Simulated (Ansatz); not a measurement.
## Elastic constants of SiC (F-43m) under pressure

```
CELL_PARAMETERS angstrom
0.00000 2.17841 2.17841
2.17841 0.00000 2.17841
2.17841 2.17841 0.00000
ATOMIC_POSITIONS crystal
Si 0.00000 0.00000 0.00000
C 0.75000 0.75000 0.75000
```

This is the zero-pressure cell. At each pressure cell and atoms are relaxed in this structure, and the constants are slopes of the stress at strains of ±0.005 with relaxed ions (the coefficients that govern stability under load). Level: PBEsol, PAW on Ansatz 0.2.0's default frozen-core files (fitted under PBE), scalar-relativistic; k mesh 10×10×10, strains of ±0.005, fixed occupations, cutoff 420 eV. P is the pressure of the relaxed cell, less that of this one.

| P (GPa) | V/V₀ | C11 (GPa) | C12 (GPa) | C44 (GPa) |
| --- | --- | --- | --- | --- |
| 0.00 | 1.0000 | 389.6 | 137.4 | 242.8 |
| 0.99 | 0.9956 | 393.5 | 141.2 | 244.6 |
| 1.98 | 0.9912 | 397.4 | 145.1 | 246.5 |
| 3.99 | 0.9827 | 405.5 | 152.8 | 249.9 |
| 7.00 | ? | ? | ? | ? |
| 10.00 | 0.9592 | 427.9 | 175.3 | 259.1 |
| 15.00 | 0.9415 | 445.8 | 193.6 | 265.9 |

Question: Does the bulk modulus from the constants agree with the pressure-volume curve?

Answer: A third-order Birch-Murnaghan fit to the volumes shown (F against f, f = [(V₀/V)^(2/3) − 1]/2) gives B₀ = 221.3 GPa and B′ = 3.9. Its −V dP/dV stands beside (C11 + 2C12)/3:

```csv
P (GPa),from P(V),from the constants
0.00,221.3,221.5
0.99,225.2,225.3
1.98,229.0,229.2
3.99,236.8,237.0
10.00,259.7,259.5
15.00,278.5,277.7
```

Question: What are the pressure derivatives at zero pressure?

Answer: Slopes at V₀ of quadratic fits in −ln(V/V₀) through the first four rows shown, divided by B₀: dC11/dP = 3.9, dC12/dP = 3.9, dC44/dP = 1.9. The mean slopes up to 2.0 GPa are 4.0, 3.9, 1.8; curvature and scatter of the constants part the two. The combination (dC11/dP + 2 dC12/dP)/3 = 3.9 stands against B′.

Question: Fill the row at 7.00 GPa.

Answer: Cubic fits in −ln(V/V₀) through all rows shown give C11 = 416.9, C12 = 164.2, C44 = 254.7 GPa. Computed: V/V₀ = 0.9706, C11 (GPa) = 417.2, C12 (GPa) = 164.3, C44 (GPa) = 254.9.

Question: Does a shear stiffness soften?

Answer: C44 goes from 242.8 to 265.9 GPa; (C11 − C12)/2 goes from 126.1 to 126.1 GPa, through a maximum of 126.5 near 7 GPa. Neither ends more than 3 % under its start, and the lattice stays mechanically stable over this range.

Caveats: no other phase was computed; many crystals of this kind change structure within this range, and rows or crossings beyond such a change describe a metastable lattice; frozen-core PAW files fitted under PBE, their cores solved anew for the functional of the run; constants at zero field, no piezoelectric stiffening; phonons weren't checked at these pressures.
